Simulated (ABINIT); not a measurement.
# Beyond one shot: SiC (F-43m), part 3 of 3

How far does self-consistency move the gap of SiC (F-43m)?

ABINIT 10.8.3; PBE and many-body steps on it, plane waves. Known limits of the many-body steps: not at the basis limit.

So far. Step 10 (evGW, cycle 1): Against G0W0 in ABINIT (6×6×6 mesh, 29 bands, screening to 130.6 eV, Godby-Needs plasmon pole), the gap moves by +0.268 eV. Step 13 (evGW, cycle 2): Against the cycle before, the gap moves by +0.018 eV.

## (14) Screening, 6×6×6 mesh, 29 bands, screening to 130.6 eV

This step: RPA screening on PBE, plane waves, norm-conserving pseudopotentials.

run.abi

```
acell 3*1.0 Angstrom
rprim 
  -0.000000000000 2.179000000000 2.179000000000
  2.179000000000 -0.000000000000 2.179000000000
  2.179000000000 2.179000000000 -0.000000000000
ntypat 2
znucl 14 6
natom 2
typat 1 2
xred 
  0.000000000000 0.000000000000 0.000000000000
  0.250000000000 0.250000000000 0.250000000000
pp_dirpath "pseudos"
pseudos "Si.upf, C.upf"
ecut 37
ngkpt 6 6 6
nshiftk 1
shiftk 0 0 0
kptopt 1
chksymbreak 0
istwfk *1
occopt 1
irdwfk 1
optdriver 3
nband 29
ecuteps 4.8
inclvkb 2
awtr 1
symchi 1
gwcalctyp 10
mbpt_sciss 1.412 eV
nqptdm 1
qptdm 
  0 0 0
indata_prefix "in"
outdata_prefix "out"
tmpdata_prefix "tmp"
```

Launch:

```sh
$ OMP_NUM_THREADS=1 mpirun -n 4 abinit run.abi > log
```

Numbers of over 12 decimals in the logs are rounded to 6 here.

Log:

```text
.Version 10.8.3 of ABINIT. v10.8.2 released Aug 2026.

 Symmetries : space group F-4 3 m (#216); Bravais cF (face-center cubic)
[... echo of the input left out ...]
== DATASET  1 ==================================================================
-   mpi_nproc: 4, omp_nthreads: 1 (-1 if OMP is not activated)

--- !DatasetInfo
iteration_state: {dtset: 1, }
dimensions: {natom: 2, nkpt: 16, mband: 29, nsppol: 1, nspinor: 1, nspden: 1, mpw: 1524, }
cutoff_energies: {ecut:  37.0, pawecutdg:  -1.0, }
[...]
[... chi0 elements left out ...]
 For q-point:  0.000010 0.000020 0.000030
  dielectric constant =   6.1364
  dielectric constant without local fields =   6.6351

  Average fulfillment of the sum rule on Im[epsilon] for q-point    1 :     63.52  [%]
[... wings left out ...]
== END DATASET(S) ==============================================================
================================================================================

 -outvars: echo values of variables after computation  --------
           etotal      0.0000000000E+00
            nband          29
             nkpt          16
          spgroup         216
 [... the other variables as echoed above ...]

 Calculation completed.
```

It took 2.4 s on 4 MPI ranks of Arm Neoverse V1, shared host; peak memory 0.13 GiB; 9.2 s of CPU time.

This step gave:

| Item | Value |
| --- | --- |
| ε∞ with local fields, on this mesh, along the program's q direction | 6.136 |
| the same without local fields | 6.635 |
| plasma frequency | 23.09 eV |
| plane waves in the screening matrix | 65 |

This screening uses the functional's bands under a rigid shift, the mean opening of the cycle before.

## (15) Screening, 6×6×6 mesh, 29 bands, screening to 130.6 eV

This step: RPA screening on PBE from quasiparticle energies, plane waves, norm-conserving pseudopotentials.

run.abi, as its differences from that of step 14:

```diff
@@ -29,7 +29,21 @@
 symchi 1
+irdqps 1
 gwcalctyp 10
-mbpt_sciss 1.412 eV
-nqptdm 1
+nqptdm 15
 qptdm 
-  0 0 0
+  0.1666666667 0.0000000000 0.0000000000
+  0.3333333333 0.0000000000 0.0000000000
+  0.5000000000 0.0000000000 0.0000000000
+  0.1666666667 0.1666666667 0.0000000000
+  0.3333333333 0.1666666667 0.0000000000
+  0.5000000000 0.1666666667 0.0000000000
+  -0.3333333333 0.1666666667 0.0000000000
+  -0.1666666667 0.1666666667 0.0000000000
+  0.3333333333 0.3333333333 0.0000000000
+  0.5000000000 0.3333333333 0.0000000000
+  -0.3333333333 0.3333333333 0.0000000000
+  0.5000000000 0.5000000000 0.0000000000
+  0.5000000000 0.3333333333 0.1666666667
+  -0.3333333333 0.3333333333 0.1666666667
+  -0.3333333333 0.5000000000 0.1666666667
 indata_prefix "in"
```

mrgscr.stdin

```
2
merged
q0_SCR
out_SCR
1
```

Launch:

```sh
$ OMP_NUM_THREADS=1 mpirun -n 4 abinit run.abi > log; mrgscr < mrgscr.stdin
```

Log:

```text
.Version 10.8.3 of ABINIT. v10.8.2 released Aug 2026.

 Symmetries : space group F-4 3 m (#216); Bravais cF (face-center cubic)
[... echo of the input left out ...]
== DATASET  1 ==================================================================
-   mpi_nproc: 4, omp_nthreads: 1 (-1 if OMP is not activated)

--- !DatasetInfo
iteration_state: {dtset: 1, }
dimensions: {natom: 2, nkpt: 16, mband: 29, nsppol: 1, nspinor: 1, nspden: 1, mpw: 1524, }
cutoff_energies: {ecut:  37.0, pawecutdg:  -1.0, }
[...]
q-point number  1        q = ( 0.166667, 0.000000, 0.000000) [r.l.u.]
--------------------------------------------------------------------------------
[... chi0 elements left out ...]
  Average fulfillment of the sum rule on Im[epsilon] for q-point    2 :     97.59  [%]

--------------------------------------------------------------------------------
  q-point number  2        q = ( 0.333333, 0.000000, 0.000000) [r.l.u.]
--------------------------------------------------------------------------------
[... chi0 elements left out ...]
  Average fulfillment of the sum rule on Im[epsilon] for q-point    3 :     85.22  [%]

 [... 13 further q-points ...]
```

Run time: 10 s. Hardware: 4 MPI ranks; peak memory 0.46 GiB; 41 s of CPU time.

Numbers from this step:

| Property | Result |
| --- | --- |
| plasma frequency | 23.09 eV |
| plane waves in the screening matrix | 65 |

This screening reads the quasiparticle levels of the cycle before.

## (16) evGW, cycle 3

This step: evGW on PBE, plane waves, norm-conserving pseudopotentials.

run.abi, as its differences from that of step 15:

```diff
@@ -23,12 +23,10 @@
 irdwfk 1
-optdriver 3
+optdriver 4
 nband 29
-ecuteps 4.8
-inclvkb 2
-awtr 1
-symchi 1
-irdqps 1
 gwcalctyp 10
-nqptdm 15
-qptdm 
+ecutsigx 37
+symsigma 1
+nkptgw 16
+kptgw 
+  0.0000000000 0.0000000000 0.0000000000
   0.1666666667 0.0000000000 0.0000000000
@@ -48,2 +46,23 @@
   -0.3333333333 0.5000000000 0.1666666667
+bdgw 
+  1 8
+  1 8
+  1 8
+  1 8
+  1 8
+  1 8
+  1 8
+  1 8
+  1 8
+  1 8
+  1 8
+  1 8
+  1 8
+  1 8
+  1 8
+  1 8
+ecuteps 4.8
+irdscr 1
+ppmodel 1
+irdqps 1
 indata_prefix "in"
```

Launch:

```sh
$ OMP_NUM_THREADS=1 mpirun -n 4 abinit run.abi > log
```

Log:

```text
.Version 10.8.3 of ABINIT. v10.8.2 released Aug 2026.

 Symmetries : space group F-4 3 m (#216); Bravais cF (face-center cubic)
[... echo of the input left out ...]
== DATASET  1 ==================================================================
-   mpi_nproc: 4, omp_nthreads: 1 (-1 if OMP is not activated)

--- !DatasetInfo
iteration_state: {dtset: 1, }
dimensions: {natom: 2, nkpt: 16, mband: 29, nsppol: 1, nspinor: 1, nspden: 1, mpw: 1524, }
cutoff_energies: {ecut:  37.0, pawecutdg:  -1.0, }
[...]
.  kptgw no:  3; Maximum DeltaE = (  -0.005   0.002) for band index:  1
[...]
.  kptgw no: 15; Maximum DeltaE = (  -0.004  -0.000) for band index:  2
.  kptgw no: 16; Maximum DeltaE = (  -0.008  -0.001) for band index:  1

== END DATASET(S) ==============================================================
================================================================================

 -outvars: echo values of variables after computation  --------
           etotal      0.0000000000E+00
            nband          29
             nkpt          16
          spgroup         216
 [... the other variables as echoed above ...]

 Calculation completed.
```

The job ended after 36 s (4 MPI ranks; peak memory 0.69 GiB; 2.4 min of CPU time).

This step gave:

| Quantity | Value |
| --- | --- |
| quasiparticle gap on the mesh | 2.190 eV |
| gap of the density functional on the mesh | 1.361 eV |
| k of the valence top | 0, 0, 0 |
| k of the conduction bottom | 0.5, 0.5, 0 |
| least direct quasiparticle gap on the computed points | 5.88 eV |

Against the cycle before, the gap moves by +0.002 eV.

## (17) Side by side

Times are wall times on 4 MPI ranks of Arm Neoverse V1, shared host, good to a factor of about two. A run's time includes the screening step that it read.

```tsv
run	mesh	bands	screening cutoff (eV)	DFT gap (eV)	gap on the mesh (eV)	direct (eV)	ε∞ used	time
G0W0	6×6×6	29	130.6	1.361	1.902	5.500	7.08	14 s
evGW0, cycle 1	6×6×6	29	130.6	1.361	2.023	5.733	7.08	46 s
evGW0, cycle 2	6×6×6	29	130.6	1.361	2.005	5.644	7.08	46 s
evGW0, cycle 3	6×6×6	29	130.6	1.361	2.000	5.648	7.08	47 s
evGW, cycle 1	6×6×6	29	130.6	1.361	2.170	5.855	6.28	48 s
evGW, cycle 2	6×6×6	29	130.6	1.361	2.188	5.878	6.15	50 s
evGW, cycle 3	6×6×6	29	130.6	1.361	2.190	5.880	6.14	49 s
```

## (18) Results

* G0W0: 1.902 eV
* evGW0, cycle 1: 2.023 eV
* evGW0, cycle 2: 2.005 eV
* evGW0, cycle 3: 2.000 eV
* evGW, cycle 1: 2.170 eV
* evGW, cycle 2: 2.188 eV
* evGW, cycle 3: 2.190 eV
* known limits: not at the basis limit

**Reading.** Only the bands that the input lists are updated; the others, empty or deep, keep the functional's energies or take a rigid shift. The evGW loop starts from the last levels of evGW0, so its cycles and time come on top of those. evGW0 ends at 2.00 eV, +0.10 eV from G0W0, after 3 cycles that took 1.8 min beside the first screening; the last moved the gap by 0.005 eV. evGW ends at 2.19 eV, +0.29 eV from G0W0, after 3 cycles that took 2.4 min beside the first screening; the last moved the gap by 0.002 eV. Against experiment, by evGW, cycle 3: the gap of 2.19 eV lies −0.20 eV from the measured 2.39 eV (kind not stated, quoted 2020); the gap of 2.19 eV lies −0.21 eV from the measured 2.4 eV (indirect, 2018). These are gaps on the mesh, at modest bands and cutoff. The calculation has static nuclei and no excitons; a measured gap holds zero-point and thermal motion, which mostly lowers it. Bands and cutoff are finite, so the gap is not at the basis limit. The miss can reach some tenths of an eV and take either sign; the mesh is an error of its own. In the updated screening the q = 0 part is built from Kohn-Sham bands under a rigid shift, the other q from the quasiparticle levels.

[Paths, hosts, dates, memory and timing lines, banners, echoed tables and standing remarks are left out of the program output.]

[Logs are printed without paths, hosts, clocks, repeated set-up lines and the standing remarks that a program may print on its own settings, such as how far it seeks lower states.]

[Runs of the session that timed out or met a known fault of the program may be left out.]

[Hosts, paths, dates, database ids (printed as entryN), source tags and the programs' standing remarks are cut or masked in the printed files.]

[G0W0 gaps are taken among the corrected bands and points alone; a level outside them can change the order at an edge.]

[Where Ansatz stands beside ABINIT at settings called matched, ABINIT's density can come from a denser mesh and the files from another edition; pairs whose starting gaps differed by over 0.03 eV were left out, so agreement reads better than it is.]
